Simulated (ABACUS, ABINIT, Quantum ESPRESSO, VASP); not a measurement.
# KMgF3: 4 runs at one level of theory

```
CELL_PARAMETERS angstrom
3.98590 0.00000 0.00000
0.00000 3.98590 0.00000
0.00000 0.00000 3.98590
ATOMIC_POSITIONS crystal
K 0.50000 0.50000 0.50000
Mg 0.00000 0.00000 0.00000
F 0.00000 0.00000 0.50000
F 0.00000 0.50000 0.00000
F 0.50000 0.00000 0.00000
```

Alike in all runs: task single point; functional PBE; k mesh 7 × 7 × 7; occupations fermi-dirac, width 0.05 eV; no spin polarisation; no spin-orbit coupling. Pressure is positive in compression and, in plane waves, holds the error of the finite cutoff.

| program and potentials | plane-wave cutoff (eV) | notes | pressure (GPa) |
| --- | --- | --- | --- |
| VASP, PBE PAW files F, K_sv, Mg, 520 eV | 520 | 6.4 valence electrons an atom on average | 3.37 |
| Quantum ESPRESSO, SSSP 1.3 efficiency PBE | 816 | 6.4 valence electrons an atom on average | 3.57 |
| ABINIT, JTH PAW PBE v2.0 | 626 | 8 valence electrons an atom on average | 3.81 |
| ABACUS, PseudoDojo NC SR 0.4.1 PBE standard, plane waves | 1143 | 8 valence electrons an atom on average | 3.59 |

The pressure spans 3.37 (VASP, PBE PAW files F, K_sv, Mg, 520 eV) to 3.81 GPa (ABINIT, JTH PAW PBE v2.0).

The functional is the same throughout but for its coding, so the spread measures potentials, basis and numerics; runs on potential files found faulty are left out.
